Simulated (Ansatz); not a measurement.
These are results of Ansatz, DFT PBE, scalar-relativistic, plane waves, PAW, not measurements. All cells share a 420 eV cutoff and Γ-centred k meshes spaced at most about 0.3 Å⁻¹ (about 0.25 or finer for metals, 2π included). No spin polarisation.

Temperature and zero-point effects are left out.

Compare these two cells of Al₄N₃, each relaxed at this level.

A.

Space group P-43m (No. 215). a = 4.382 Å, b = 4.382 Å, c = 4.382 Å, α = 90.00°, β = 90.00°, γ = 90.00°
| atom | site | symmetry | x | y | z |
| --- | --- | --- | --- | --- | --- |
| Al | 4e | .3m | 0.7536 | 0.7536 | 0.2464 |
| N | 3c | -42.m | 0.5000 | 0.0000 | 0.5000 |

B.

Space group R-3m:H (No. 166). a = 2.902 Å, b = 2.902 Å, c = 27.535 Å, α = 90.00°, β = 90.00°, γ = 120.00°
| atom | site | symmetry | x | y | z |
| --- | --- | --- | --- | --- | --- |
| Al | 6c | 3m | 0.6667 | 0.3333 | 0.2048 |
| Al | 6c | 3m | 0.0000 | 0.0000 | 0.2907 |
| N | 6c | 3m | 0.3333 | 0.6667 | 0.2482 |
| N | 3a | -3m | 0.0000 | 0.0000 | 0.0000 |

Question: Which would you expect to be lower, and how large is the difference?

Answer: B is lower, by 71 meV/atom. A has space group P-43m (No. 215), 12.0 Å³/atom and no gap on its mesh; B has space group R-3m (No. 166), 9.6 Å³/atom and no gap. Counting N atoms around Al (those within 1.25 times the shortest such distance or 1.15 times the sum of covalent radii; a slash parts the counts of unlike sites), A has Al 3 and B has Al 3/6. The denser one is the lower, and pressure would at first widen the difference. In A, Al is surrounded by 3 N at 1.91 Å; N has 4 Al at 1.91 Å. In B, Al on its first site has 3 N at 2.06 Å; Al on its second site has 6 N at 2.04–2.05 Å; N on a site of symmetry 3m is surrounded by 6 Al at 2.04–2.06 Å; 1 more site not described. Both come from invented guesses. The lowest form computed isn't among them: it has space group P3m1 (No. 156), 11.8 Å³/atom and lies 98 meV/atom below the best shown.

In P-43m, R-3m an odd number of electrons in the primitive cell allows no gap without spin; a larger cell or a magnetic state could open one. Cells relaxed within their symmetry can be saddle points. Some candidate types were left out of the draw beforehand, so a known form may be missing.
